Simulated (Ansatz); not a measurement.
# PbS (rocksalt): other levels of theory at one geometry

Task: rerun one cell of PbS (rocksalt) with changes to the functional and spin–orbit coupling, and weigh what each level gives against its time.

Program: Ansatz 0.2.0. Level of theory: DFT at several levels, plane waves, PAW. These are calculated values, not measurements.

2 further runs of the same task are left out: 1 that didn't finish, 1 set aside as unsound or not needed.

### Step 1. The system as given

Symmetry: Fm-3m, No. 225, cubic system. Conventional cell: a = 6.009 Å, b = 6.009 Å, c = 6.009 Å, α = 90.00°, β = 90.00°, γ = 90.00°. Pb (site symmetry m-3m) is surrounded by 6 S at 3.00 Å. S (site symmetry m-3m) has 6 Pb at 3.00 Å as nearest neighbours.

Coordinates:

```
Pb S
1.0
     0.00000    3.00453    3.00453
     3.00453    0.00000    3.00453
     3.00453    3.00453    0.00000
Pb S
1 1
Direct
  0.50000 0.50000 0.50000
  0.00000 0.00000 0.00000
```

An earlier run at PBE left this cell at 27.123 Å³/atom and 0.00 GPa (10×10×10 mesh), gap on the mesh 0.49 eV.

Levels to run: PBE+SOC; r²SCAN; PBEsol; LDA; HSE06. Hardware: 2 threads of Arm Neoverse V2, shared host.

### Step 2. PBE+SOC

input.yaml reads:

```yaml
crystal:
  lattice:
    - [0.0, 3.0045317637, 3.0045317637]
    - [3.0045317637, 0.0, 3.0045317637]
    - [3.0045317637, 3.0045317637, 0.0]
  atoms:
    - { symbol: Pb, position: [0.5, 0.5, 0.5] }
    - { symbol: S, position: [0.0, 0.0, 0.0] }
basis:
  ecutwfc: 420
  ecutrho_ratio: 4
kpoints:
  mp_grid: { grid: [10, 10, 10] }
hamiltonian:
  xc: pbe
scf:
  occupations: { method: gaussian, width: 0.05 }
output:
  forces: true
  stress: true
  eigenvalues: true
  populations: true
  dos: { projected: true, de: 0.02 }
  write_density: true
  write_potential: true
  elf: true
  volumetric_format: npy
magnetization:
  noncollinear: true
  spin_orbit: true
```

The run is started by

```bash
ansatz run input.yaml --threads 2 --pin off --max-ram 2662MiB --backend cpu --events-out ev --progress --plain --runs-dir out
```

Further steps of the session: r²SCAN; PBEsol; LDA; HSE06.

Before running it: what results should come out? Wanted: for each run, gap less HSE06's; pressure.

**Answer**, as computed:

| level | mesh | gap on the mesh (eV) | gap less HSE06's (eV) | pressure (GPa) | time |
| --- | --- | --- | --- | --- | --- |
| PBE | 10×10×10 | 0.49 | -0.45 | 0.0 | 6.5 s* |
| LDA | 10×10×10 | 0.36 | -0.59 | -4.5 | 1.1 s |
| PBEsol | 10×10×10 | 0.39 | -0.56 | -2.9 | 1.2 s |
| PBE+SOC | 10×10×10 | 0.04 | -0.90 | -0.3 | 7.1 s* |
| r²SCAN | 10×10×10 | 0.75 | -0.19 | -1.0 | 3.6 s |
| HSE06 | 6×6×6 | 0.95 | 0 | -1.1 | 20 s |

Times are on 2 threads of Arm Neoverse V2, shared host. * Includes bands or densities of states.

The pressure runs from -4.5 GPa (LDA) to 0.0 GPa (PBE); a negative pressure means that level wants a smaller cell, a positive one a larger cell. The gap is widest with HSE06 (0.95 eV) and narrowest with PBE+SOC (0.04 eV). Spin–orbit coupling alone moves the gap by -0.45 eV. Taking HSE06 as the top rung, r²SCAN comes nearest in gap (-0.19 eV) at 6.5 s of CPU time against 35 s; the meshes differ, and the hybrid has no spin–orbit coupling. Total energies of different levels have different zeros and can't be compared.

Real PbS has a narrow gap, which semilocal functionals close or nearly close; near the undistorted cell a metallic reading is the functional's, not the solid's.
